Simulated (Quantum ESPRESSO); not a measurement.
Crystal: C.

```xyz
2
Lattice="0.0000 1.7834 1.7834 1.7834 0.0000 1.7834 1.7834 1.7834 0.0000" Properties=species:S:1:pos:R:3 pbc="T T T"
C     2.6751    2.6751    2.6751
C     1.7834    1.7834    1.7834
```

This isn't the form of C at room conditions, which is graphite.

Base run:

- Program: Quantum ESPRESSO 7.5
- Functional: PBE
- Potentials or basis: SPMS 1.0 PBE
- Cutoff: 952 eV
- Density cutoff: 3810 eV
- k mesh: 8 × 8 × 8
- Occupations: fixed
- Spin: no spin polarisation

Its results: band gap on the k mesh, mean-field level 4.19 eV, indirect (least direct gap 5.62 eV).

Q: After a change of settings the same cell gave: band gap on the k mesh, mean-field level 4.49 eV, indirect (least direct gap 5.62 eV). Which change was it?
A. potentials or basis from SPMS 1.0 PBE to PseudoDojo 0.4.1 SR PBE standard; cutoff from 952 eV to 1116 eV; density cutoff from 3810 eV to 4463 eV; k mesh from 8 × 8 × 8 to 6 × 6 × 6
B. k mesh from 8 × 8 × 8 to 6 × 6 × 6
C. k mesh from 8 × 8 × 8 to 7 × 7 × 7
D. k mesh from 8 × 8 × 8 to 4 × 4 × 4

A: D.

Caveats: some runs use coarse meshes.
